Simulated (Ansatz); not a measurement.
Crystal: Pb.

```
CELL_PARAMETERS angstrom
0.00000 2.47502 2.47502
2.47502 0.00000 2.47502
2.47502 2.47502 0.00000
ATOMIC_POSITIONS crystal
Pb 0.00000 0.00000 0.00000
```

Base run:

* Program: Ansatz 0.2.0
* Functional: r2SCAN
* Potentials or basis: Ansatz PAW
* Cutoff: 500 eV (not typed: the program's choice for these potentials)
* k mesh: 9 × 9 × 9
* Occupations: fermi-dirac, width 0.05 eV
* Spin: no spin polarisation

Its results: band gap on the k mesh none (metal or under the smearing width); pressure 1.1 GPa.

**Question.** After a change of settings the same cell gave: band gap on the k mesh none (metal or under the smearing width); pressure 3.4 GPa. Which change was it?
A. functional from r2SCAN to BLYP; cutoff from 500 eV (not typed: the program's choice for these potentials) to 420 eV (not typed: the program's choice for these potentials)
B. functional from r2SCAN to PBE; cutoff from 500 eV (not typed: the program's choice for these potentials) to 420 eV (not typed: the program's choice for these potentials); occupations from fermi-dirac, width 0.05 eV to gaussian, width 0.012 eV
C. functional from r2SCAN to revPBE; cutoff from 500 eV (not typed: the program's choice for these potentials) to 420 eV (not typed: the program's choice for these potentials)
D. functional from r2SCAN to PBEsol; cutoff from 500 eV (not typed: the program's choice for these potentials) to 420 eV (not typed: the program's choice for these potentials)

**Answer.** C.

Caveats: spin-orbit coupling is left out, which moves the levels of the heavy elements; the PAW data sets come from PBE, with cores solved anew for the run's functional, which leaves a small shift of forces and pressure.
